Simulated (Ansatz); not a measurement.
Which functional gives which lattice for KF?

Starting cell:

```xyz
2
Lattice="0.0000 2.6735 2.6735 2.6735 0.0000 2.6735 2.6735 2.6735 0.0000" Properties=species:S:1:pos:R:3 pbc="T T T"
K     0.0000    0.0000    0.0000
F     2.6735    2.6735    2.6735
```

Ansatz, plane waves and PAW, scalar-relativistic (no spin–orbit coupling), 8×8×8 k-mesh. No spin polarisation. In the setting of the table the starting cell (space group Fm-3m) has 3.781 × 3.781 × 3.781 Å, angles 60.0 / 60.0 / 60.0°. Each functional was followed to zero pressure by scaling the cell, shape and atoms held, then fitted over four more volumes within ±4 % of it.

Question: Order the functionals by equilibrium volume, smallest first.
A. PBE + D4
B. PBEsol + D3(BJ)
C. r2SCAN + D4
D. revPBE
E. RPBE

Answer: B (17.88 Å³/atom), C (18.67 Å³/atom), A (19.54 Å³/atom), D (21.44 Å³/atom), E (21.76 Å³/atom).

Question: What are the cells and stiffnesses?

Answer: 
| functional | V0 (Å³/atom) | cell | B0 (GPa) | B′ from the pressures | gap on the mesh | cutoff (eV) |
| --- | --- | --- | --- | --- | --- | --- |
| RPBE | 21.76 | 3.950 × 3.950 × 3.950 Å, angles 60.0 / 60.0 / 60.0° | 23 | 4.6 | 5.83 eV | 420 |
| PBE + D4 | 19.54 | 3.808 × 3.808 × 3.808 Å, angles 60.0 / 60.0 / 60.0° | 30 | 4.8 | 6.06 eV | 420 |
| r2SCAN + D4 | 18.67 | 3.752 × 3.752 × 3.752 Å, angles 60.0 / 60.0 / 60.0° | 36 | 5.0 | 6.95 eV | 500 |
| revPBE | 21.44 | 3.928 × 3.928 × 3.928 Å, angles 60.0 / 60.0 / 60.0° | 23 | 4.7 | 5.91 eV | 420 |
| PBEsol + D3(BJ) | 17.88 | 3.696 × 3.696 × 3.696 Å, angles 60.0 / 60.0 / 60.0° | 38 | 5.0 | 6.39 eV | 420 |

The volumes span 21.7 %, from PBEsol + D3(BJ) to RPBE, and the stiffness falls as the cell grows.

Caveats: gaps at these levels are rough, and mostly too small.

Points behind the fit for RPBE:

```tsv
V (Å³/atom)	E − Emin (meV/atom)	P (GPa)
20.920	2.51	0.98
21.356	0.56	0.45
21.792	0.00	-0.03
22.228	0.67	-0.46
22.664	2.42	-0.84
```

KF is held together by the Madelung attraction between closed-shell ions and kept apart by Pauli repulsion. The attraction is largely common to all five functionals, so the spread in volume probably reflects how each treats the weak-overlap region between ions, through its exchange enhancement, the dispersion term or both. The softening in larger cells fits this picture, since the short-range repulsion that supplies most of the curvature decays steeply with distance; revPBE and RPBE tie at 23 GPa.

The starting edge of 3.781 Å lies close to the measured room-temperature lattice. PBE + D4 and r2SCAN + D4 bracket it, while RPBE and revPBE clearly underbind. Because thermal and zero-point expansion are absent from a static lattice, a slightly smaller cell is the better target, which favours r2SCAN + D4.

The gap also narrows with expansion, as expected when a weaker Madelung potential separates F 2p from the cation-derived conduction states less, but r2SCAN + D4 breaks that order. Nothing here tests the competition with the CsCl-type phase under pressure.
